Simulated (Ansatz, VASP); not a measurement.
# One calculation of Al2Cu, two programs

INCAR

```
SYSTEM = Al2Cu
PREC = Accurate
ENCUT = 600
EDIFF = 1E-7
ISMEAR = -1
SIGMA = 0.05
LREAL = .False.
LASPH = .True.
NELM = 100
ALGO = Normal
ISIF = 3
LWAVE = .False.
LCHARG = .False.
IBRION = 2
NSW = 60
EDIFFG = -0.01
```

File KPOINTS:

```
Automatic mesh
0
Gamma
  7 7 9
  0 0 0
```

POSCAR

```
Al2Cu
1.0
    4.1051820000      0.0000000000      0.0000000000
    0.0000000000      4.1051820000      0.0000000000
    0.0000000000      0.0000000000      2.8913130000
Cu Al
1 2
Direct
    0.0000000000      0.0000000000      0.0000000000
    0.0000000000      0.5000000000      0.5000000000
    0.5000000000      0.0000000000      0.5000000000
```

input.yaml

```yaml
crystal:
  lattice:
    - [4.105182, 0.0, 0.0]
    - [0.0, 4.105182, 0.0]
    - [0.0, 0.0, 2.891313]
  atoms:
    - { symbol: Cu, position: [0.0, 0.0, 0.0] }
    - { symbol: Al, position: [0.0, 0.5, 0.5] }
    - { symbol: Al, position: [0.5, 0.0, 0.5] }
hamiltonian:
  xc: lda
  pseudopotentials: { kind: paw }
kpoints:
  mp_grid: { grid: [7, 7, 9] }
scf:
  occupations: { method: fermi_dirac, width: 0.05 }
output:
  forces: true
  stress: true
  eigenvalues: true
  write_density: true
  write_potential: true
  elf: true
  volumetric_format: npy
relax:
  f_tol: 0.01
  max_steps: 40
  cell: { stress_tol: 0.05 }
```

The cell comes from a database or a generator and needn't be the stable form of this composition.

Alike in both runs: task relaxation of cell and atoms; functional LDA; k mesh 7 × 7 × 9; occupations fermi-dirac, width 0.05 eV; no spin polarisation.

|  | VASP | Ansatz |
| --- | --- | --- |
| version | VASP 6.6.1 | Ansatz 0.2.0 |
| potentials or method | VASP PAW LDA potentials, release 64 (Cu, Al) | Ansatz PAW |
| plane-wave cutoff (eV) | 600 | 420 |
| valence electrons in the cell | 17 | 25 |

Ansatz gave:

```
gap on the k mesh at the Fermi level, each at its own relaxed structure (eV) : none
relaxed volume (Å³/atom)                                                     : 15.38
relaxed cell length with the largest relative difference (Å)                 : 4.044
energy change over the relaxation (meV/atom)                                 : -15
```

What did VASP give for the same quantities?

gap on the k mesh at the Fermi level, each at its own relaxed structure (eV): none; relaxed volume (Å³/atom): 15.42; relaxed cell length with the largest relative difference (Å): 4.049; energy change over the relaxation (meV/atom): -13.

A gap of «none» marks a metal or a gap that the smearing closes. The two sets of potentials don't hold the same shells in valence.

Caveats: the plane-wave basis is chosen anew once the cell has moved, so the energies of steps on either side of that aren't comparable (Ansatz); the PAW data sets come from PBE, with cores solved anew for the run's functional, which leaves a small shift of forces and pressure (Ansatz).
